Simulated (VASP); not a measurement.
MnS:

```
Mn S
1.0
     4.30568    0.00000    0.00000
     0.00000    4.30568    0.00000
     0.00000    0.00000    5.36058
Mn S
2 2
Direct
  0.00000 0.50000 0.00000
  0.50000 0.00000 0.50000
  0.00000 0.00000 0.25000
  0.00000 0.00000 0.75000
```

Measurements of this composition are mostly on another form, of space group No. 225.

Base run:

- Program: VASP 6.6.1
- Functional: PBEsol
- Potentials or basis: VASP PAW PBE potentials, release 64 (Mn_pv, S)
- Cutoff: 520 eV
- k mesh: 5 × 5 × 4
- Occupations: gaussian, width 0.05 eV
- Spin: collinear spin, antiferromagnetic start
- Starting moments: [4.0, -4.0, 0.0, 0.0] μB
- Hubbard terms: Mn d U = 3 eV

Its results: band gap on the k mesh none (metal or under the smearing width); pressure -2.4 GPa; net moment 0.00 μB per cell; site moments Mn +4.41, -4.41; S +0.00 μB.

Task: The run is repeated on the same cell with these changes: spin from collinear spin, antiferromagnetic start to collinear spin, ferromagnetic start; moments at the start from [4.0, -4.0, 0.0, 0.0] to [4.0, 4.0, 0.0, 0.0]. What comes out?

Result: Band gap on the k mesh none (metal or under the smearing width); pressure -3.0 GPa; net moment 8.91 μB per cell; site moments Mn +4.39; S -0.09 μB.

Caveats: the PAW data sets were made with another functional, which shifts forces and pressure a little.

Not every run made on this cell is shown here.
